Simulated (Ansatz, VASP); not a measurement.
## Two plane-wave programs on TlH5

File INCAR:

```
PREC     = Accurate       # precision mode
ENCUT    = 520            # plane-wave cutoff, eV
EDIFF    = 1E-7           # SCF threshold, eV
ISMEAR   = 0              # smearing method
SIGMA    = 0.1            # smearing width, eV
LREAL    = False          # projectors in reciprocal space
LASPH    = True           # aspherical terms in the spheres
NELM     = 100            # most SCF steps
ALGO     = Normal         # electronic algorithm
ISIF     = 2              # what is computed and relaxed
LWAVE    = False          # write WAVECAR
LCHARG   = False          # write CHGCAR
GGA      = PE             # functional
NBANDS   = 18             # bands
```

File KPOINTS:

```
regular mesh
0
Gamma
  6 6 4
```

File POSCAR:

```
TlH5
1.0
    4.7674438200      0.0000000000      0.0000000000
   -2.3837219100      4.1287274600      0.0000000000
    0.0000000000      0.0000000000      3.8792927700
Tl H
1 5
Direct
    0.0000000000      0.0000000000      0.0000000000
    0.3333333300      0.6666666700      0.0000000000
    0.6666666700      0.3333333300      0.0000000000
    0.5000000000      0.0000000000      0.5000000000
    0.5000000000      0.5000000000      0.5000000000
    0.0000000000      0.5000000000      0.5000000000
```

Input for Ansatz:

```yaml
crystal:
  lattice:
    - [4.76744382, 0.0, 0.0]
    - [-2.38372191, 4.12872746, 0.0]
    - [0.0, 0.0, 3.87929277]
  atoms:
    - { symbol: Tl, position: [0.0, 0.0, 0.0] }
    - { symbol: H, position: [0.33333333, 0.66666667, 0.0] }
    - { symbol: H, position: [0.66666667, 0.33333333, 0.0] }
    - { symbol: H, position: [0.5, 0.0, 0.5] }
    - { symbol: H, position: [0.5, 0.5, 0.5] }
    - { symbol: H, position: [0.0, 0.5, 0.5] }
basis:
  ecutwfc: 420
kpoints:
  mp_grid: { grid: [6, 6, 4] }
hamiltonian:
  xc: pbe
scf:
  occupations: { method: gaussian, width: 0.1 }
  lower_state_search: "off"
output:
  forces: true
  stress: true
  eigenvalues: true
```

Change from the starting cell: species swapped into the DyNi5 type (P6/mmm, No. 191).

Alike in both runs: task single point; functional PBE; k mesh 6 × 6 × 4; occupations gaussian, width 0.1 eV; no spin polarisation.

|  | VASP | Ansatz |
| --- | --- | --- |
| version | VASP 6.6.1 | Ansatz 0.2.0 |
| potentials or method | VASP PAW PBE potentials, release 64 (Tl_d, H) | scalar-relativistic, plane waves, PAW |
| plane-wave cutoff (eV) | 520 | 420 |
| valence electrons in the cell | 18 | 18 |

Ansatz gave:

```
gap on the k mesh at the Fermi level (eV)       : none
pressure (GPa)                                  : -9.4
largest component of the traceless stress (GPa) : 1.40
```

Q: What did VASP give for the same quantities?

A: gap on the k mesh at the Fermi level (eV): none; pressure (GPa): -9.5; largest component of the traceless stress (GPa): 1.40.

A gap of «none» marks a metal or a gap that the smearing closes. With one functional, cell and mesh, what is left measures potentials, basis and numerics.

Caveats: the k mesh is coarse (spacing up to 0.40 Å⁻¹), so the values aren't converged. Spin-orbit coupling is left out, which matters for the levels of Tl.
